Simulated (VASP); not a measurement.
AlPt, 2 atoms in the cell. Symmetry: Pm-3m, No. 221, cubic system. Conventional cell: a = 3.061 Å, b = 3.061 Å, c = 3.061 Å, α = 90.00°, β = 90.00°, γ = 90.00°. Al (site symmetry m-3m) is surrounded by 8 Pt at 2.65 Å. Pt (site symmetry m-3m) is surrounded by 8 Al at 2.65 Å. Measurements of this composition are mostly on another form, of space group No. 198. The cell isn't the ideal one: cell and atoms relaxed tightly for response.

```yaml
Program: VASP 6.6.1
Task: single point
Functional: PBEsol
Potentials_or_basis: VASP PAW PBE potentials, release 64 (Al, Pt)
Cutoff: 520 eV
k_mesh: 16 × 16 × 16
Occupations: fermi-dirac, width 0.15 eV
Spin: no spin polarisation
Dipole_correction: no
Further_INCAR_settings: ALGO = Fast; EDIFF = 1e-07; NBANDS = 14
```

Potentials or basis: VASP PAW PBE potentials, release 64 (Al, Pt).

The run is started by

```console
$ cat potpaw_PBE.64/Al/POTCAR potpaw_PBE.64/Pt/POTCAR > POTCAR
$ mpirun -np 1 vasp_std > vasp.out
```

Hardware: 1 thread of Intel(R) Xeon(R) Platinum 8375C CPU @ 2.90GHz (Ice Lake) (shared host).

**Question.** Estimate the wall time of this run.

**Answer.** Wall time 30 s on 1 thread of Intel(R) Xeon(R) Platinum 8375C CPU @ 2.90GHz (Ice Lake), on a shared host, peak memory 0.19 GiB. Counts: scf iterations 15, k points 165.
